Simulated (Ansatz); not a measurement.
Si:

```
CELL_PARAMETERS angstrom
-1.62691 1.62691 1.32033
1.62691 -1.62691 1.32033
1.62691 1.62691 -1.32033
ATOMIC_POSITIONS crystal
Si 0.00000 0.00000 0.00000
```

This isn't the form of Si at room conditions, which is diamond.

Base run:

```yaml
Program: Ansatz 0.2.0
Functional: RPBE
Potentials_or_basis: Ansatz PAW
Cutoff: "420 eV (not typed: the program's choice for these potentials)"
k_mesh: 13 × 13 × 13
Occupations: fermi-dirac, width 0.05 eV
Spin: no spin polarisation
```

Its results: band gap on the k mesh none (metal or under the smearing width); pressure 4.8 GPa.

Question: After a change of settings the same cell gave: band gap on the k mesh none (metal or under the smearing width); pressure 0.9 GPa. Which change was it?
A. functional from RPBE to LDA
B. functional from RPBE to revPBE
C. functional from RPBE to PBEsol

Answer: C.

PBEsol binds more tightly than RPBE, so the same cell stands under less pressure.

Caveats: the PAW data sets come from PBE, with cores solved anew for the run's functional, which leaves a small shift of forces and pressure.

Runs at the PBE level aren't shown here.
